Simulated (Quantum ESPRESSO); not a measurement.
# KI (Fm-3m) in Quantum ESPRESSO: a series of runs, part 2 of 2

Quantum ESPRESSO 7.5. Earlier steps stand in the parts before.

**3. Single point, LDA, 41.45 Å³/atom**

The input, pw.in:

```
&CONTROL
  calculation = 'scf'
  prefix = 'pwscf'
  outdir = './tmp'
  pseudo_dir = './pseudo'
  tstress = .true.
  disk_io = 'nowf'
/
&SYSTEM
  ibrav = 0
  nat = 2
  ntyp = 2
  ecutwfc = 45
  ecutrho = 360
  nbnd = 14
  occupations = 'smearing'
  smearing = 'fd'
  degauss = 0.00367493
/
&ELECTRONS
  conv_thr = 4d-10
  electron_maxstep = 120
  mixing_beta = 0.5
/
ATOMIC_SPECIES
I    126.9045 i_lda_v1.uspp.F.UPF
K     39.0983 k_lda_v1.4.uspp.F.UPF
CELL_PARAMETERS angstrom
   0.0000000000    3.4606573152    3.4606573152
   3.4606573152    0.0000000000    3.4606573152
   3.4606573152    3.4606573152    0.0000000000
ATOMIC_POSITIONS crystal
I      0.5000000000    0.5000000000    0.5000000000
K      0.0000000000    0.0000000000    0.0000000000
K_POINTS automatic
7 7 7 0 0 0
```

Potentials or basis: GBRV 1.5 LDA.

The run is started by

```console
$ OMP_NUM_THREADS=1 mpirun -n 2 pw.x -nk 2 -in pw.in > pw.out
```

pw.out:

```text
This program is part of the open-source Quantum ESPRESSO suite
     for quantum simulation of materials; please cite
         "P. Giannozzi et al., J. Phys.:Condens. Matter 21 395502 (2009);
         "P. Giannozzi et al., J. Phys.:Condens. Matter 29 465901 (2017);
         "P. Giannozzi et al., J. Chem. Phys. 152 154105 (2020);
     in publications or presentations arising from this work. More details at

     Message from routine setup:
     using ibrav=0 with symmetry is DISCOURAGED, use correct ibrav instead

     K-points division:     npool     =       2
     Subspace diagonalization in iterative solution of the eigenvalue problem:
     a serial algorithm will be used

     G-vector sticks info
     --------------------
     sticks:   dense  smooth     PW     G-vecs:    dense   smooth      PW
     Sum        2107    1069    313                64431    22899    3695

     Using Slab Decomposition

     bravais-lattice index     =            0
     lattice parameter (alat)  =       9.2485  a.u.
     unit-cell volume          =     559.3741 (a.u.)^3
     number of atoms/cell      =            2
     number of atomic types    =            2
     number of electrons       =        16.00
     number of Kohn-Sham states=           14
     kinetic-energy cutoff     =      45.0000  Ry
     charge density cutoff     =     360.0000  Ry
     scf convergence threshold =      4.0E-10
     mixing beta               =       0.5000
     number of iterations used =            8  plain     mixing
     Exchange-correlation=  SLA  PZ   NOGX NOGC
                           (   1   1   0   0   0   0   0)

     celldm(1)=   9.248525  celldm(2)=   0.000000  celldm(3)=   0.000000
     celldm(4)=   0.000000  celldm(5)=   0.000000  celldm(6)=   0.000000

     crystal axes: (cart. coord. in units of alat)
               a(1) = (   0.000000   0.707107   0.707107 )
               a(2) = (   0.707107   0.000000   0.707107 )
               a(3) = (   0.707107   0.707107   0.000000 )

     reciprocal axes: (cart. coord. in units 2 pi/alat)
               b(1) = ( -0.707107  0.707107  0.707107 )
               b(2) = (  0.707107 -0.707107  0.707107 )
               b(3) = (  0.707107  0.707107 -0.707107 )

     PseudoPot. # 1 for I  read from file:
     i_lda_v1.uspp.F.UPF
     Pseudo is Ultrasoft + core correction, Zval =  7.0
     Generated by new atomic code, or converted to UPF format
     Using radial grid of  893 points,  6 beta functions with:
                l(1) =   0
                l(2) =   0
                l(3) =   1
                l(4) =   1
                l(5) =   2
                l(6) =   2
     Q(r) pseudized with  8 coefficients,  rinner =    1.500   1.500   1.500
                                                       1.500   1.500

     PseudoPot. # 2 for K  read from file:
     k_lda_v1.4.uspp.F.UPF
     Pseudo is Ultrasoft + core correction, Zval =  9.0
     Generated by new atomic code, or converted to UPF format
     Using radial grid of  841 points,  6 beta functions with:
                l(1) =   0
                l(2) =   0
                l(3) =   1
                l(4) =   1
                l(5) =   2
                l(6) =   2
     Q(r) pseudized with  6 coefficients,  rinner =    1.500   1.500   1.500
                                                       1.500   1.500

     atomic species   valence    mass     pseudopotential
     I                 7.00   126.90450     I ( 1.00)
     K                 9.00    39.09830     K ( 1.00)

     48 Sym. Ops., with inversion, found

   Cartesian axes

     site n.     atom                  positions (alat units)
         1        I      tau(   1) = (   0.7071068   0.7071068   0.7071068  )
         2        K      tau(   2) = (   0.0000000   0.0000000   0.0000000  )

     number of k points=    20  Fermi-Dirac smearing, width (Ry)=  0.0037
                       cart. coord. in units 2pi/alat
        k(    1) = (   0.0000000   0.0000000   0.0000000), wk =   0.0058309
        k(    2) = (   0.1010153   0.1010153  -0.1010153), wk =   0.0466472
        k(    3) = (   0.2020305   0.2020305  -0.2020305), wk =   0.0466472
        k(    4) = (   0.3030458   0.3030458  -0.3030458), wk =   0.0466472
        k(    5) = (   0.2020305  -0.0000000   0.0000000), wk =   0.0349854
        k(    6) = (   0.3030458   0.1010153  -0.1010153), wk =   0.1399417
[... 12 lines left out ...]
        k(   19) = (  -0.1010153  -0.5050763   0.7071068), wk =   0.1399417
        k(   20) = (   0.0000000  -0.4040610   0.6060915), wk =   0.1399417

     Dense  grid:    64431 G-vectors     FFT dimensions: (  60,  60,  60)

     Smooth grid:    22899 G-vectors     FFT dimensions: (  40,  40,  40)

     Check: negative core charge=   -0.000001

     Initial potential from superposition of free atoms

     starting charge      15.4971, renormalised to      16.0000
     Starting wfcs are   12 randomized atomic wfcs +    2 random wfcs

     Self-consistent Calculation

     iteration #  1     ecut=    45.00 Ry     beta= 0.50
     Davidson diagonalization with overlap
     ethr =  1.00E-02,  avg # of iterations = 10.6

     Threshold (ethr) on eigenvalues was too large:
     Diagonalizing with lowered threshold

     Davidson diagonalization with overlap
     ethr =  5.60E-04,  avg # of iterations =  3.8

     total energy              =    -121.85987481 Ry
     estimated scf accuracy    <       0.08500264 Ry

     iteration #  2     ecut=    45.00 Ry     beta= 0.50
     Davidson diagonalization with overlap
     ethr =  5.31E-04,  avg # of iterations =  3.4
[... 43 lines left out ...]
     total energy              =    -121.87587584 Ry
     estimated scf accuracy    <          8.2E-10 Ry

     iteration #  9     ecut=    45.00 Ry     beta= 0.50
     Davidson diagonalization with overlap
     ethr =  5.14E-12,  avg # of iterations =  7.2

     End of self-consistent calculation

          k = 0.0000 0.0000 0.0000 (  2741 PWs)   bands (ev):

   -26.5573 -10.2475 -10.2475 -10.2475  -9.1871   1.5283   1.5283   1.5283
     5.2763   7.7951   7.7951   7.7951   8.6042   8.6042

          k = 0.1010 0.1010-0.1010 (  2818 PWs)   bands (ev):

   -26.5567 -10.3059 -10.2483 -10.2483  -9.1003   1.1392   1.4435   1.4435
     5.8099   7.7162   8.0280   8.0280   8.8650   8.8650

          k = 0.2020 0.2020-0.2020 (  2854 PWs)   bands (ev):

   -26.5553 -10.4136 -10.2496 -10.2496  -8.9260   0.4751   1.2670   1.2670
     6.5630   8.1332   8.6240   8.6240   9.5813   9.5813

          k = 0.3030 0.3030-0.3030 (  2863 PWs)   bands (ev):

   -26.5542 -10.4851 -10.2507 -10.2507  -8.7986   0.0493   1.1370   1.1370
     6.8116   9.0224   9.3968   9.3968  10.1663  10.1663

          k = 0.2020-0.0000 0.0000 (  2826 PWs)   bands (ev):

   -26.5565 -10.3065 -10.2526 -10.2526  -9.0868   1.0510   1.4304   1.4304
     5.9345   7.3003   8.3204   8.3204   8.7496   9.1092

          k = 0.3030 0.1010-0.1010 (  2851 PWs)   bands (ev):

   -26.5554 -10.3744 -10.2563 -10.2540  -8.9735   0.6112   1.2602   1.2991
     6.6234   7.2365   8.8524   8.8649   9.2694   9.6262

          k = 0.4041 0.2020-0.2020 (  2852 PWs)   bands (ev):
[... 11 lines left out ...]
   -26.5545 -10.4314 -10.2641 -10.2488  -8.8744   0.3207   1.1050   1.1766
     7.0286   8.0673   8.8330   8.9215   9.9012  10.2004

          k =-0.0000-0.2020 0.2020 (  2838 PWs)   bands (ev):

   -26.5558 -10.3626 -10.2579 -10.2466  -9.0008   0.7543   1.3130   1.3253
     6.4410   7.5407   8.2262   8.6251   9.2223   9.4158

          k = 0.4041-0.0000 0.0000 (  2862 PWs)   bands (ev):

   -26.5547 -10.3531 -10.2638 -10.2638  -8.9823   0.5101   1.2474   1.2474
     6.5821   6.9046   9.1246   9.6182   9.6900   9.6900

          k = 0.5051 0.1010-0.1010 (  2858 PWs)   bands (ev):

   -26.5537 -10.3662 -10.2718 -10.2664  -8.9451   0.3946   1.0432   1.1545
     6.5895   7.4985   9.1935   9.4582  10.3718  10.5224

          k =-0.1010-0.5051 0.5051 (  2854 PWs)   bands (ev):

   -26.5532 -10.3893 -10.2870 -10.2622  -8.8892   0.3987   0.7592   1.0899
     7.0566   8.4119   8.6424   9.9257   9.9760  10.3468

          k = 0.0000-0.4041 0.4041 (  2858 PWs)   bands (ev):

   -26.5536 -10.4172 -10.2845 -10.2544  -8.8577   0.3347   0.8185   1.0989
     7.6549   8.1290   8.5137   9.4366   9.9404  10.5929

          k = 0.6061-0.0000 0.0000 (  2842 PWs)   bands (ev):

   -26.5532 -10.3230 -10.2727 -10.2727  -9.0044   0.3911   1.1288   1.1288
     6.1695   7.1891   9.4962   9.7520  10.9245  10.9878

          k =-0.0000-0.6061 0.6061 (  2858 PWs)   bands (ev):

   -26.5530 -10.3095 -10.3054 -10.2709  -8.9777   0.4454   0.9224   1.1001
     6.4043   7.4883   9.7124   9.7160  10.0601  10.8380

          k = 0.4041 0.2020 0.0000 (  2857 PWs)   bands (ev):

   -26.5543 -10.3966 -10.2701 -10.2555  -8.9139   0.4086   1.0949   1.1566
     7.1174   7.3398   8.9125   9.4470   9.7623  10.0640

          k =-0.2020-0.4041 0.6061 (  2842 PWs)   bands (ev):

   -26.5535 -10.4119 -10.2767 -10.2618  -8.8675   0.3180   0.8808   1.0576
     7.3869   8.1237   8.5480   9.8760  10.1228  10.3511

          k =-0.1010-0.5051 0.7071 (  2860 PWs)   bands (ev):

   -26.5531 -10.3443 -10.2833 -10.2799  -8.9420   0.4531   0.9533   0.9742
     6.7670   7.7458   8.9063   9.8595  10.1429  10.9303

          k = 0.0000-0.4041 0.6061 (  2841 PWs)   bands (ev):

   -26.5530 -10.3574 -10.2962 -10.2757  -8.9061   0.6050   0.6418   0.9646
     7.3943   8.2116   8.2375   9.6922  10.3018  10.7632

     the Fermi energy is     4.2606 ev

!    total energy              =    -121.87587584 Ry
     estimated scf accuracy    <          8.9E-11 Ry
     smearing contrib. (-TS)   =      -0.00000000 Ry
     internal energy E=F+TS    =    -121.87587584 Ry

     The total energy is F=E-TS. E is the sum of the following terms:
     one-electron contribution =     -28.03644099 Ry
     hartree contribution      =      18.61555298 Ry
     xc contribution           =     -56.38674114 Ry
     ewald contribution        =     -56.06824669 Ry

     convergence has been achieved in   9 iterations

     Computing stress (Cartesian axis) and pressure

          total   stress  (Ry/bohr**3)                   (kbar)     P=       -7.97
  -0.00005421  -0.00000000  -0.00000000           -7.97       -0.00       -0.00
  -0.00000000  -0.00005421  -0.00000000           -0.00       -7.97       -0.00
  -0.00000000  -0.00000000  -0.00005421           -0.00       -0.00       -7.97

=------------------------------------------------------------------------------=
   JOB DONE.
=------------------------------------------------------------------------------=
```

Wall time 13 s (2 MPI ranks of Arm Neoverse V2, shared host); peak memory 0.34 GiB.

Results:

- Free energy: -1658.2058 eV
- Pressure: -0.8 GPa
- Band gap on the k mesh: 3.75 eV, direct

Caveat: spin-orbit coupling is left out, which moves the levels of the heavy elements.

**4. Single point, LDA, 42.33 Å³/atom**

Edit pw.in of step 3 so:

```diff
@@ -28,5 +28,5 @@
 CELL_PARAMETERS angstrom
-   0.0000000000    3.4606573152    3.4606573152
-   3.4606573152    0.0000000000    3.4606573152
-   3.4606573152    3.4606573152    0.0000000000
+   0.0000000000    3.4850289444    3.4850289444
+   3.4850289444    0.0000000000    3.4850289444
+   3.4850289444    3.4850289444    0.0000000000
 ATOMIC_POSITIONS crystal
```

The run is started by

```console
$ OMP_NUM_THREADS=1 mpirun -n 2 pw.x -nk 2 -in pw.in > pw.out
```

It took 12 s on 2 MPI ranks of Arm Neoverse V2, shared host; peak memory 0.36 GiB.

Results (log left out):

| Property | Result |
| --- | --- |
| Free energy | -1658.1972 eV |
| Pressure | -1.0 GPa |
| Band gap on the k mesh | 3.70 eV, direct |

Caveat: spin-orbit coupling is left out, which moves the levels of the heavy elements.

**5. Single point, LDA, 43.21 Å³/atom**

Edit pw.in of step 4 so:

```diff
@@ -28,5 +28,5 @@
 CELL_PARAMETERS angstrom
-   0.0000000000    3.4850289444    3.4850289444
-   3.4850289444    0.0000000000    3.4850289444
-   3.4850289444    3.4850289444    0.0000000000
+   0.0000000000    3.5090643863    3.5090643863
+   3.5090643863    0.0000000000    3.5090643863
+   3.5090643863    3.5090643863    0.0000000000
 ATOMIC_POSITIONS crystal
```

The run is started by

```console
$ OMP_NUM_THREADS=1 mpirun -n 2 pw.x -nk 2 -in pw.in > pw.out
```

Run time: 17 s. Hardware: 2 MPI ranks of Arm Neoverse V2, shared host; peak memory 0.36 GiB.

It converged, with:

```
Free energy            : -1658.1859 eV
Pressure               : -1.3 GPa
Band gap on the k mesh : 3.65 eV, direct
```

Caveat: spin-orbit coupling is left out, which moves the levels of the heavy elements.

**6. Single point, LDA, 44.09 Å³/atom**

Edit pw.in of step 5 so:

```diff
@@ -28,5 +28,5 @@
 CELL_PARAMETERS angstrom
-   0.0000000000    3.5090643863    3.5090643863
-   3.5090643863    0.0000000000    3.5090643863
-   3.5090643863    3.5090643863    0.0000000000
+   0.0000000000    3.5327750000    3.5327750000
+   3.5327750000    0.0000000000    3.5327750000
+   3.5327750000    3.5327750000    0.0000000000
 ATOMIC_POSITIONS crystal
```

Potentials or basis: GBRV 1.5 LDA.

The run is started by

```console
$ OMP_NUM_THREADS=1 mpirun -n 2 pw.x -nk 2 -in pw.in > pw.out
```

Wall time 18 s (2 MPI ranks of Arm Neoverse V2, shared host); peak memory 0.36 GiB.

The run converged. Its results:

| Item | Value |
| --- | --- |
| Free energy | -1658.1724 eV |
| Pressure | -1.5 GPa |
| Band gap on the k mesh | 3.60 eV, direct |

Caveat: spin-orbit coupling is left out, which moves the levels of the heavy elements.

**7. Single point, LDA, 44.97 Å³/atom**

Edit pw.in of step 6 so:

```diff
@@ -28,5 +28,5 @@
 CELL_PARAMETERS angstrom
-   0.0000000000    3.5327750000    3.5327750000
-   3.5327750000    0.0000000000    3.5327750000
-   3.5327750000    3.5327750000    0.0000000000
+   0.0000000000    3.5561715428    3.5561715428
+   3.5561715428    0.0000000000    3.5561715428
+   3.5561715428    3.5561715428    0.0000000000
 ATOMIC_POSITIONS crystal
```

The run is started by

```console
$ OMP_NUM_THREADS=1 mpirun -n 2 pw.x -nk 2 -in pw.in > pw.out
```

Run time: 17 s. Hardware: 2 MPI ranks of Arm Neoverse V2, shared host; peak memory 0.36 GiB.

The run converged. Its results:

```
Free energy            : -1658.1568 eV
Pressure               : -1.6 GPa
Band gap on the k mesh : 3.56 eV, direct
```

Caveat: spin-orbit coupling is left out, which moves the levels of the heavy elements; an odd mesh through Γ misses points on the zone boundary, where band edges often lie.

**8. Single point, LDA, 45.85 Å³/atom**

Edit pw.in of step 7 so:

```diff
@@ -28,5 +28,5 @@
 CELL_PARAMETERS angstrom
-   0.0000000000    3.5561715428    3.5561715428
-   3.5561715428    0.0000000000    3.5561715428
-   3.5561715428    3.5561715428    0.0000000000
+   0.0000000000    3.5792642128    3.5792642128
+   3.5792642128    0.0000000000    3.5792642128
+   3.5792642128    3.5792642128    0.0000000000
 ATOMIC_POSITIONS crystal
```

The run is started by

```console
$ OMP_NUM_THREADS=1 mpirun -n 2 pw.x -nk 2 -in pw.in > pw.out
```

Wall time 17 s (2 MPI ranks of Arm Neoverse V2, shared host); peak memory 0.38 GiB.

Results (log left out):

```yaml
Free_energy: -1658.1397 eV
Pressure: -1.8 GPa
Band_gap_on_the_k_mesh: 3.52 eV, direct
```

Caveat: spin-orbit coupling is left out, which moves the levels of the heavy elements; an odd mesh through Γ misses points on the zone boundary, where band edges often lie.

**9. Single point, LDA, 46.74 Å³/atom**

Edit pw.in of step 8 so:

```diff
@@ -28,5 +28,5 @@
 CELL_PARAMETERS angstrom
-   0.0000000000    3.5792642128    3.5792642128
-   3.5792642128    0.0000000000    3.5792642128
-   3.5792642128    3.5792642128    0.0000000000
+   0.0000000000    3.6020626887    3.6020626887
+   3.6020626887    0.0000000000    3.6020626887
+   3.6020626887    3.6020626887    0.0000000000
 ATOMIC_POSITIONS crystal
```

Potentials or basis: GBRV 1.5 LDA.

The run is started by

```console
$ OMP_NUM_THREADS=1 mpirun -n 2 pw.x -nk 2 -in pw.in > pw.out
```

Wall time 20 s (2 MPI ranks of Arm Neoverse V2, shared host); peak memory 0.38 GiB.

The run converged. Its results:

```yaml
Free_energy: -1658.1210 eV
Pressure: -1.9 GPa
Band_gap_on_the_k_mesh: 3.48 eV, direct
```

Caveat: spin-orbit coupling is left out, which moves the levels of the heavy elements; an odd mesh through Γ misses points on the zone boundary, where band edges often lie.

**10. Equation of state, LDA**

Potentials or basis: GBRV 1.5 LDA.

No new run: the results of the series are fitted here.

Results:

```
Equilibrium volume : 39.68 Å³/atom (rough: see the caveat)
Bulk modulus       : 16.8 GPa (rough)
```

Energy against volume, from the lowest point:
| volume (Å³/atom) | energy (meV/atom) |
| --- | --- |
| 41.445 | 0.00 |
| 42.327 | 4.30 |
| 43.209 | 9.93 |
| 44.091 | 16.70 |
| 44.973 | 24.50 |
| 45.854 | 33.04 |
| 46.736 | 42.40 |

Caveat: the minimum lies outside the volumes run. The run has no spin-orbit coupling, so splittings on I are missing.

**11. Against experiment**

Step 2. Against the measured gap of KI, 6.32 eV (a printed reference work, monograph), the calculated 4.57 eV is off by -1.75 eV. Spin-orbit coupling on I is left out. The value is that of r2SCAN, without temperature or zero-point motion.
